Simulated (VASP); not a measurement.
# Re (P6_3/mmc) in VASP: a series of runs

One crystal, Re, is run at these levels: PBE; tasks: relaxation of cell and atoms.

Everything below comes from runs of VASP 6.6.1. Logs are shortened: lines on timing, memory, paths and dates and some standing lists are left out, and cuts for length are marked.

### 1 The structure

The structure is hexagonal, space group P6_3/mmc (No. 194). The conventional cell has a = 2.764 Å, b = 2.764 Å, c = 4.495 Å, α = 90.00°, β = 90.00°, γ = 120.00°. Around Re (site symmetry -6m2) lie 12 Re at 2.76 Å.

### 2 Relaxation of cell and atoms, PBE

INCAR

```
ALGO = Normal
EDIFF = 1E-7
EDIFFG = -0.005
ENCUT = 300
GGA = PE
IBRION = 2
ISIF = 3
ISMEAR = 1
LASPH = True
LCHARG = False
LREAL = False
LWAVE = False
NELM = 80
NSW = 90
PREC = Accurate
SIGMA = 0.1
```

KPOINTS

```
k-points
0
Gamma
  8 8 4
```

POSCAR

```
Re                                      
1.0
    2.7642181697     -0.0000000000      0.0000000000
   -1.3821090848      2.3938831566     -0.0000000000
   -0.0000000000     -0.0000000000      4.4954142408
  Re            
     2
Direct
     0.3333333332999970    0.6666666667000030    0.2500000000000000
     0.6666666667000030    0.3333333332999970    0.7500000000000000
```

Potentials or basis: VASP PAW PBE potentials, release 64 (Re).

On the command line:

```console
cat potpaw_PBE.64/Re/POTCAR > POTCAR
mpirun -np 1 vasp_std > vasp.out
```

OUTCAR:

```text
EDIFF = 1E-7
   EDIFFG = -0.005
   ENCUT = 300
   GGA = PE
   IBRION = 2
   ISIF = 3
   ISMEAR = 1
   LASPH = True
   LREAL = False
   NELM = 80
   NSW = 90
   PREC = Accurate

 ion  position               nearest neighbor table
   1  0.333  0.667  0.250-   2 2.76   2 2.76   2 2.76   2 2.76   2 2.76   2 2.76
   2  0.667  0.333  0.750-   1 2.76   1 2.76   1 2.76   1 2.76   1 2.76   1 2.76

  LATTYP: Found a hexagonal cell.
 ALAT       =     2.7642181697
 C/A-ratio  =     1.6262877837

  Lattice vectors:

 A1 = (   2.7642181697,   0.0000000000,   0.0000000000)
 A2 = (  -1.3821090848,   2.3938831566,   0.0000000000)
 A3 = (   0.0000000000,   0.0000000000,   4.4954142408)

Analysis of symmetry for initial positions (statically):
=====================================================================
 Subroutine PRICEL returns:
 Original cell was already a primitive cell.

 Routine SETGRP: Setting up the symmetry group for a
 hexagonal supercell.

 Subroutine GETGRP returns: Found 24 space group operations
 (whereof 12 operations were pure point group operations)
 out of a pool of 24 trial point group operations.

The static configuration has the point symmetry D_3d.
 The point group associated with its full space group is D_6h.

Analysis of symmetry for dynamics (positions and initial velocities):
=====================================================================
 Subroutine PRICEL returns:
 Original cell was already a primitive cell.

 Routine SETGRP: Setting up the symmetry group for a
 hexagonal supercell.

 Subroutine GETGRP returns: Found 24 space group operations
 (whereof 12 operations were pure point group operations)
 out of a pool of 24 trial point group operations.

The dynamic configuration has the point symmetry D_3d.
 The point group associated with its full space group is D_6h.

 Subroutine INISYM returns: Found 24 space group operations
 (whereof 12 operations are pure point group operations),
 and found     1 'primitive' translations

----------------------------------------------------------------------------------------

                                     Primitive cell

  volume of cell :      29.7471

  direct lattice vectors                    reciprocal lattice vectors
     2.764218170  0.000000000  0.000000000     0.361765946  0.208865666  0.000000000
    -1.382109085  2.393883157  0.000000000     0.000000000  0.417731332  0.000000000
     0.000000000  0.000000000  4.495414241     0.000000000  0.000000000  0.222448910

  length of vectors
     2.764218170  2.764218170  4.495414241     0.417731332  0.417731332  0.222448910

  position of ions in fractional coordinates (direct lattice)
     0.333333333  0.666666667  0.250000000
     0.666666667  0.333333333  0.750000000

  ion indices of the primitive-cell ions
   primitive index   ion index
                 1           1
                 2           2

----------------------------------------------------------------------------------------

 KPOINTS: k-points

Automatic generation of k-mesh.
 Grid dimensions read from file:
 generate k-points for:    8    8    4

 Generating k-lattice:

  Cartesian coordinates                     Fractional coordinates (reciprocal lattice)
     0.045220743  0.026108208  0.000000000     0.125000000 -0.000000000  0.000000000
     0.000000000  0.052216417  0.000000000     0.000000000  0.125000000  0.000000000
     0.000000000  0.000000000  0.055612228     0.000000000  0.000000000  0.250000000

  Length of vectors
     0.052216417  0.052216417  0.055612228

  Shift w.r.t. Gamma in fractional coordinates (k-lattice)
     0.000000000  0.000000000  0.000000000

 Subroutine IBZKPT returns following result:
 ===========================================

 Found     30 irreducible k-points:

 Following reciprocal coordinates:
            Coordinates               Weight
  0.000000  0.000000  0.000000      1.000000
  0.125000  0.000000  0.000000      6.000000
  0.250000  0.000000  0.000000      6.000000
  0.375000  0.000000  0.000000      6.000000
  0.500000  0.000000  0.000000      3.000000
  0.125000  0.125000  0.000000      6.000000
[... 16 lines left out ...]
  0.250000  0.000000  0.500000      6.000000
  0.375000  0.000000  0.500000      6.000000
 [... further k-points ...]
   k-points           NKPTS =     30   k-points in BZ     NKDIM =     30   number of bands    NBANDS=     11
   number of dos      NEDOS =    301   number of ions     NIONS =      2
   total plane-waves  NPLWV =   7168
   dimension x,y,z NGX =    16 NGY =   16 NGZ =   28
   dimension x,y,z NGXF=    32 NGYF=   32 NGZF=   56
   ions per type =               2
   NGX,Y,Z   is equivalent  to a cutoff of   9.62,  9.62, 10.35 a.u.
   NGXF,Y,Z  is equivalent  to a cutoff of  19.25, 19.25, 20.71 a.u.
 SYSTEM =  unknown system
   PREC   = accura    normal or accurate (medium, high low for compatibility)
   ISTART =      0    job   : 0-new  1-cont  2-samecut
   ICHARG =      2    charge: 1-file 2-atom 10-const
   ISPIN  =      1    spin polarized calculation?
   LNONCOLLINEAR =      F non collinear calculations
   LSORBIT =      F    spin-orbit coupling
   LASPH  =      T    aspherical Exc in radial PAW
   ENCUT  =  300.0 eV  22.05 Ry    4.70 a.u.   3.90  3.90  6.35*2*pi/ulx,y,z
   NELM   =     80;   NELMIN=  2; NELMDL= -5     # of ELM steps
   EDIFF  = 0.1E-06   stopping-criterion for ELM
   LREAL  =      F    real-space projection
   EDIFFG = -.5E-02   stopping-criterion for IOM
   NSW    =     90    number of steps for IOM
   IBRION =      2    ionic relax: 0-MD 1-quasi-New 2-CG
   NFREE  =      1    steps in history (QN), initial steepest desc. (CG)
   ISIF   =      3    stress and relaxation
   ISYM   =      2    0-nonsym 1-usesym 2-fastsym
   POTIM  = 0.5000    time-step for ionic-motion
   TEBEG  =    0.0;   TEEND  =   0.0 temperature during run
   PSTRESS=    0.0 pullay stress
   NELECT =      14.0000    total number of electrons
   NUPDOWN=      -1.0000    fix difference up-down
   EMIN   =  10.00;   EMAX   =-10.00  energy-range for DOS
   EFERMI =   0.00;   METHOD = LEGACY
   ISMEAR =     1;   SIGMA  =   0.10  broadening in eV -4-tet -1-fermi 0-gaus
   EFERMI_NEDOS =   21; number of points for ismear=-14 and -15
   IALGO  =     38    algorithm
   IMIX   =      4    mixing-type and parameters
     AMIX     =   0.40;   BMIX     =  1.00
     AMIX_MAG =   1.60;   BMIX_MAG =  1.00
  volume/ion in A,a.u.               =      14.87       100.37
  Fermi-wavevector in a.u.,A,eV,Ry     =   1.273413  2.406401 22.062935  1.621580
  Thomas-Fermi vector in A             =   2.406237
   LORBIT       =      0    0 simple, 1 ext, 2 COOP (PROOUT), +10 PAW based schemes
   GGA     = PE    functional components
   LHFCALC =     F    Hartree Fock is set to
   AEXX    =    0.0000 exact exchange contribution
   IVDW    =     0    specifies the selected vdW correction
   LEPSILON=     F    determine dielectric tensor
   LRPA    =     F    only Hartree local field effects (RPA)
 conjugate gradient relaxation of ions
 non-spin polarized calculation
 Methfessel and Paxton  Order N= 1 SIGMA  =   0.10
  energy-cutoff  :      300.00
  volume of cell :       29.75
 maximum number of plane-waves:       360
 NGX is ok and might be reduce to    16
   NGX =  7   NGY =  7   NGZ = 13

--------------------------------------- Ionic step        1  -------------------------------------------

 number of electron      14.0000001 magnetization

 Free energy of the ion-electron system (eV)
  ---------------------------------------------------
  ext. energy  EPLUGINS =         0.00000000
  ---------------------------------------------------
  free energy    TOTEN  =       -24.79037647 eV

  energy without entropy =      -24.79329826  energy(sigma->0) =      -24.79135040

------------------------ aborting loop because EDIFF is reached ----------------------------------------

  FORCE on cell =-STRESS in cart. coord.  units (eV):
  Direction    XX          YY          ZZ          XY          YZ          ZX
  --------------------------------------------------------------------------------------
  -------------------------------------------------------------------------------------
  Total        0.0054780      0.0054780      0.0133419      0.0000000      0.0000000      0.0000000
  in kB        0.2950463      0.2950463      0.7185922      0.0000000      0.0000000      0.0000000
  external PRESSURE =       0.4362283 kB  Pullay stress =       0.0000000 kB
[... 57 lines left out ...]
  energy  without entropy=      -24.7932733676  energy(sigma->0) =      -24.79133590

--------------------------------------- Ionic step        3  -------------------------------------------

 number of electron      14.0000001 magnetization

 Free energy of the ion-electron system (eV)
  ---------------------------------------------------
  ext. energy  EPLUGINS =         0.00000000
  ---------------------------------------------------
  free energy    TOTEN  =       -24.79037692 eV

  energy without entropy =      -24.79329693  energy(sigma->0) =      -24.79135026

 E-fermi :   7.6763     XC(G=0): -13.6759

 val. band max:        7.6754627583   @ k =   0.1250   0.1250   0.0000
 cond. band min:       7.7345739428   @ k =   0.1250   0.0000   0.0000
 fundamental gap:      0.0591111846
 Fermi energy:         7.6762943148

 k-point     1 :       0.0000    0.0000    0.0000
  band No.  band energies     occupation
      1      -2.0386      2.00000
      2       1.1987      2.00000
      3       6.1019      2.00000
      4       6.2085      2.00000
      5       6.2085      2.00000
      6       7.0063      2.00000
      7       7.0063      2.00000
      8       7.9817     -0.00014
      9       7.9817     -0.00014
     10       8.2664     -0.00000
     11      11.0454      0.00000
[... 309 lines left out ...]
 k-point    24 :       0.3750    0.0000    0.5000
  band No.  band energies     occupation
      1       1.7218      2.00000
      2       1.7218      2.00000
      3       3.8974      2.00000
      4       3.8974      2.00000
      5       7.5033      2.03456
      6       7.5033      2.03456
      7       8.1204     -0.00000
      8       8.1204     -0.00000
      9      11.1526      0.00000
     10      11.1537      0.00000
     11      11.5761      0.00000

 [... further k-points ...]

------------------------ aborting loop because EDIFF is reached ----------------------------------------

  FORCE on cell =-STRESS in cart. coord.  units (eV):
  Direction    XX          YY          ZZ          XY          YZ          ZX
  --------------------------------------------------------------------------------------
  -------------------------------------------------------------------------------------
  Total        0.0000432      0.0000432      0.0041609      0.0000000      0.0000000      0.0000000
  in kB        0.0023258      0.0023258      0.2240835      0.0000000      0.0000000      0.0000000
  external PRESSURE =       0.0762450 kB  Pullay stress =       0.0000000 kB
[... 17 lines left out ...]
  FREE ENERGIE OF THE ION-ELECTRON SYSTEM (eV)
  ---------------------------------------------------
  free  energy   TOTEN  =       -24.7903769187 eV

  energy  without entropy=      -24.7932969344  energy(sigma->0) =      -24.79135026

 reached required accuracy - stopping structural energy minimisation
```

It took 5.6 s on 1 thread of Intel Xeon 6975P-C (Granite Rapids), shared host; peak memory 0.12 GiB.

Results:

- Free energy: -24.7904 eV
- Energy gained by relaxing: 0.0 meV/atom
- Ionic steps: 3
- Pressure after relaxing: 0.0 GPa
- Band gap on the k mesh: none (metal or under the smearing width)

Final structure:
```xyz
2
Lattice="2.7643 0.0000 0.0000 -1.3821 2.3939 0.0000 0.0000 0.0000 4.4956" Properties=species:S:1:pos:R:3 pbc="T T T"
Re    0.0000    1.5960    1.1239
Re    1.3821    0.7980    3.3717
```

### 3 Relaxation of cell and atoms, PBE

This run uses another cell than the first one, of 14.71 Å³/atom, 0.989 times its volume.

INCAR

```
SYSTEM = Re
PREC = Accurate
ENCUT = 600
EDIFF = 1E-6
ISMEAR = 1
SIGMA = 0.1
LREAL = .FALSE.
LASPH = .TRUE.
NELM = 80
ALGO = Normal
ISIF = 3
LWAVE = .FALSE.
LCHARG = .FALSE.
GGA = PE
IBRION = 2
NSW = 90
EDIFFG = -0.01
```

KPOINTS

```
regular mesh
0
G
  15 15 8
  0 0 0
```

POSCAR

```
Re
1.0
    2.7608000000      0.0000000000      0.0000000000
   -1.3804000000      2.3909229348      0.0000000000
    0.0000000000      0.0000000000      4.4582000000
Re
2
Direct
    0.3333333333      0.6666666667      0.2500000000
    0.6666666667      0.3333333333      0.7500000000
```

Potentials or basis: VASP PAW PBE potentials, release 64 (Re).

On the command line:

```console
cat potpaw_PBE.64/Re/POTCAR > POTCAR
mpirun -np 1 vasp_std > vasp.out
```

OUTCAR:

```text
SYSTEM = Re
   PREC = Accurate
   ENCUT = 600
   EDIFF = 1E-6
   ISMEAR = 1
   LREAL = .FALSE.
   LASPH = .TRUE.
   NELM = 80
   ISIF = 3
   GGA = PE
   IBRION = 2
   NSW = 90
   EDIFFG = -0.01

 ion  position               nearest neighbor table
   1  0.333  0.667  0.250-   2 2.74   2 2.74   2 2.74   2 2.74   2 2.74   2 2.74
   2  0.667  0.333  0.750-   1 2.74   1 2.74   1 2.74   1 2.74   1 2.74   1 2.74

  LATTYP: Found a hexagonal cell.
 ALAT       =     2.7608000000
 C/A-ratio  =     1.6148217908

  Lattice vectors:

 A1 = (   2.7608000000,   0.0000000000,   0.0000000000)
 A2 = (  -1.3804000000,   2.3909229348,   0.0000000000)
 A3 = (   0.0000000000,   0.0000000000,   4.4582000000)

Analysis of symmetry for initial positions (statically):
=====================================================================
 Subroutine PRICEL returns:
 Original cell was already a primitive cell.

 Routine SETGRP: Setting up the symmetry group for a
 hexagonal supercell.

 Subroutine GETGRP returns: Found 24 space group operations
 (whereof 12 operations were pure point group operations)
 out of a pool of 24 trial point group operations.

The static configuration has the point symmetry D_3d.
 The point group associated with its full space group is D_6h.

Analysis of symmetry for dynamics (positions and initial velocities):
=====================================================================
 Subroutine PRICEL returns:
 Original cell was already a primitive cell.
[... 452 lines left out ...]
  ext. energy  EPLUGINS =         0.00000000
  ---------------------------------------------------
  free energy    TOTEN  =       -24.85586979 eV

  energy without entropy =      -24.85675813  energy(sigma->0) =      -24.85616591

 E-fermi :   7.6797     XC(G=0): -13.6500

 val. band max:        7.6785317900   @ k =   0.2000   0.1333   0.5000
 cond. band min:       7.6943320846   @ k =   0.1333   0.0667   0.0000
 fundamental gap:      0.0158002946
 Fermi energy:         7.6797180517

 k-point     1 :       0.0000    0.0000    0.0000
  band No.  band energies     occupation
      1      -2.0602      2.00000
      2       1.1846      2.00000
      3       6.1208      2.00000
      4       6.1712      2.00000
      5       6.1712      2.00000
      6       6.9783      2.00000
      7       6.9783      2.00000
      8       7.9194     -0.00362
      9       7.9194     -0.00362
     10       8.2543     -0.00000
     11      11.0003      0.00000
[... 309 lines left out ...]
 k-point    24 :       0.4000    0.2000    0.0000
  band No.  band energies     occupation
      1       2.6227      2.00000
      2       2.9714      2.00000
      3       3.0147      2.00000
      4       5.0223      2.00000
      5       5.5022      2.00000
      6       6.0355      2.00000
      7       7.3622      2.00007
      8      10.6093      0.00000
      9      11.3147      0.00000
     10      11.3210      0.00000
     11      14.2177      0.00000

 [... further k-points ...]

------------------------ aborting loop because EDIFF is reached ----------------------------------------

  FORCE on cell =-STRESS in cart. coord.  units (eV):
  Direction    XX          YY          ZZ          XY          YZ          ZX
  --------------------------------------------------------------------------------------
  -------------------------------------------------------------------------------------
  Total        0.0024844      0.0024844     -0.0001214      0.0000000      0.0000000     -0.0000000
  in kB        0.1332893      0.1332893     -0.0065121      0.0000000      0.0000000     -0.0000000
  external PRESSURE =       0.0866888 kB  Pullay stress =       0.0000000 kB
[... 17 lines left out ...]
  FREE ENERGIE OF THE ION-ELECTRON SYSTEM (eV)
  ---------------------------------------------------
  free  energy   TOTEN  =       -24.8558697945 eV

  energy  without entropy=      -24.8567581273  energy(sigma->0) =      -24.85616591

 reached required accuracy - stopping structural energy minimisation
```

Run time: 1.7 min. Hardware: 1 thread of Intel Xeon Platinum 8559C (Emerald Rapids), shared host; peak memory 0.2 GiB.

Results:

| Property | Result |
| --- | --- |
| Free energy | -24.8559 eV |
| Relaxed volume | 14.93 Å³/atom |
| Relaxed cell | a = 2.771 Å, b = 2.771 Å, c = 4.490 Å, α = 90.00°, β = 90.00°, γ = 120.00° |
| Space group after relaxing (to 0.05 Å) | P6_3/mmc (No. 194) |
| Energy gained by relaxing | 4.0 meV/atom |
| Ionic steps | 9 |
| Pressure after relaxing | 0.0 GPa |
| Band gap on the k mesh | none (metal or under the smearing width) |

The path:
```csv
step,energy change (eV),largest force (eV/Å),pressure (GPa),volume (Å³)
1,0.0000,0.0000,5.74,29.43
2,0.1142,0.0000,-19.70,31.73
3,-0.0079,0.0000,-0.22,29.88
4,-0.0079,0.0000,-0.12,29.87
5,-0.0079,0.0000,-0.01,29.86
6,-0.0079,0.0000,0.19,29.85
7,-0.0080,0.0000,0.13,29.85
8,-0.0080,0.0000,-0.33,29.89
9,-0.0080,0.0000,0.01,29.86
```

Final structure:
```yaml
crystal:
  lattice:
    - [2.77119, 0.00000, 0.00000]
    - [-1.38559, 2.39992, 0.00000]
    - [0.00000, 0.00000, 4.49023]
  atoms:
    - { symbol: Re, position: [0.33333, 0.66667, 0.25000] }
    - { symbol: Re, position: [0.66667, 0.33333, 0.75000] }
```

The run has no spin-orbit coupling, so splittings on Re are missing. Zero-point motion and thermal expansion aren't in these numbers.
